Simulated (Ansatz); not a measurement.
Runs of Ansatz 0.2.0 on Al2O3. Symmetry: P-3m1, No. 164, trigonal system. Conventional cell: a = 3.017 Å, b = 3.017 Å, c = 7.575 Å, α = 90.00°, β = 90.00°, γ = 120.00°. Al (site symmetry 3m) has 4 O at 1.68 to 1.84 Å as nearest neighbours. O (site symmetry -3m) has 2 Al at 1.68 Å as nearest neighbours. O (site symmetry 3m) has 3 Al at 1.84 Å as nearest neighbours. Measurements of this composition are mostly on another form, of space group No. 167.

| task | level | cell | k mesh | cutoff (eV) | smearing | points for each segment of the path | level | run kind | gap on the mesh (eV) | pressure (GPa) | relaxed volume (Å³/atom) | largest force (eV/Å) |
| --- | --- | --- | --- | --- | --- | --- | --- | --- | --- | --- | --- | --- |
| relaxation of cell and atoms | PBEsol+D3(BJ)+ATM | relaxed | 10 × 10 × 4 | 420 | fermi-dirac 0.05 eV | - | - | - | 2.40 | 0.0 | 11.29 | - |
| relaxation of cell and atoms | LDA | relaxed | 10 × 10 × 4 | 420 | fermi-dirac 0.05 eV | - | - | - | 2.50 | 0.0 | 11.18 | - |
| band structure | r2SCAN | as given | 10 × 10 × 4 | 500 | fermi-dirac 0.05 eV | 14 | - | - | 2.96 | -5.5 | - | (a) |
| band structure | BLYP | as given | 10 × 10 × 4 | 420 | fermi-dirac 0.05 eV | 14 | - | - | 2.49 | (c) | - | (b) |
| relaxation of cell and atoms | BLYP+D4 | relaxed | 10 × 10 × 4 | 420 | fermi-dirac 0.05 eV | - | - | - | 2.65 | 0.0 | 11.22 | - |
| relaxation of cell and atoms | PBEsol+D4 | relaxed | 10 × 10 × 4 | 420 | fermi-dirac 0.05 eV | - | - | - | 2.40 | 0.0 | 11.35 | - |
| band structure | HSE06 | as given | 8 × 8 × 4 | 420 | fermi-dirac 0.05 eV | 4 | - | - | 3.93 | - | - | 0.43 |
| band structure | HSE06 | as given | 9 × 9 × 2 | 420 | fixed | - | hse06 | scf | 3.93 | - | - | 0.43 |

Alike in all rows: potentials or basis Ansatz PAW; no spin polarisation.

Estimate the missing entries.

(a) 0.39; (b) 0.16; (c) 1.3.

Caveats: the PAW data sets come from PBE, with cores solved anew for the run's functional, which leaves a small shift of forces and pressure; the plane-wave basis is chosen anew once the cell has moved, so the energies of steps on either side of that aren't comparable (some runs); the potentials were made for another functional, which shifts forces and pressure (some runs).

A k mesh can miss the band edges.

Not every run made on this cell is shown here.
